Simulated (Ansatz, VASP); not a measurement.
# Si in VASP and in Ansatz

```xyz
2
Lattice="0.0000 2.7350 2.7350 2.7350 0.0000 2.7350 2.7350 2.7350 0.0000" Properties=species:S:1:pos:R:3 pbc="T T T"
Si    0.0000    0.0000    0.0000
Si    1.3675    1.3675    1.3675
```

The cell was built by a generator and needn't be a form met in nature.

Alike in both runs: functional PBE; k mesh 10 × 10 × 10; occupations gaussian, width 0.02 eV; no spin polarisation.

Ansatz relaxed the structure, and its values are those at the end. VASP's run is a single point on that final structure, the one shown.

|  | VASP | Ansatz |
| --- | --- | --- |
| version | VASP 6.6.1 | Ansatz 0.2.0 |
| potentials or method | VASP PAW PBE potentials, release 64 (Si) | scalar-relativistic, plane waves, PAW |
| plane-wave cutoff (eV) | 520 | 420 |
| valence electrons in the cell | 8 | 8 |

|  | VASP | Ansatz | Ansatz less VASP |
| --- | --- | --- | --- |
| gap on the k mesh at the Fermi level (eV) | 0.62 | 0.62 | -0.002 |
| least direct gap on the mesh (eV) | 2.56 | 2.55 | -0.005 |
| pressure (GPa) | -0.1 | 0.0 | +0.08 |

A k mesh can miss the band edges.
